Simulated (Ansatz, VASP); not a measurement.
Li in VASP and in Ansatz

```
CELL_PARAMETERS angstrom
3.53114 2.03870 6.02201
-3.53114 2.03870 6.02201
0.00000 -4.07741 6.02201
ATOMIC_POSITIONS crystal
Li 0.01019 0.65361 0.01019
Li 0.01019 0.01019 0.65361
Li 0.65361 0.01019 0.01019
Li 0.98981 0.34639 0.98981
Li 0.34639 0.98981 0.98981
Li 0.98981 0.98981 0.34639
Li 0.22118 0.63060 0.22118
Li 0.22118 0.22118 0.63060
Li 0.63060 0.22118 0.22118
Li 0.77882 0.36940 0.77882
Li 0.36940 0.77882 0.77882
Li 0.77882 0.77882 0.36940
```

Alike in both runs: task relaxation of cell and atoms; functional PBE; k mesh 3 × 3 × 3; occupations gaussian, width 0.1 eV; no spin polarisation.

```csv
,VASP,Ansatz
version,VASP 6.6.1,Ansatz 0.2.0
potentials or method,"VASP PAW PBE potentials, release 64 (Li_sv)","scalar-relativistic, plane waves, PAW"
plane-wave cutoff (eV),600,420
valence electrons in the cell,36,36
```

Ansatz gave:

| Quantity | Value |
| --- | --- |
| gap on the k mesh at the Fermi level, each at its own relaxed structure (eV) | none |
| relaxed volume (Å³/atom) | 24.55 |
| relaxed cell length with the largest relative difference (Å) | 8.484 |
| energy change over the relaxation (meV/atom) | -231 |

Q: Estimate VASP's values.

A: gap on the k mesh at the Fermi level, each at its own relaxed structure (eV): none; relaxed volume (Å³/atom): 24.01; relaxed cell length with the largest relative difference (Å): 8.235; energy change over the relaxation (meV/atom): -226.

A gap of «none» marks a metal or a gap that the smearing closes.

Caveats: the k mesh is coarse (spacing up to 0.36 Å⁻¹), so the values aren't converged; the cutoff is under 1.25 times the usual one of these potentials, so pressure, stress and relaxed cells hold a basis-set (Pulay) error (VASP).
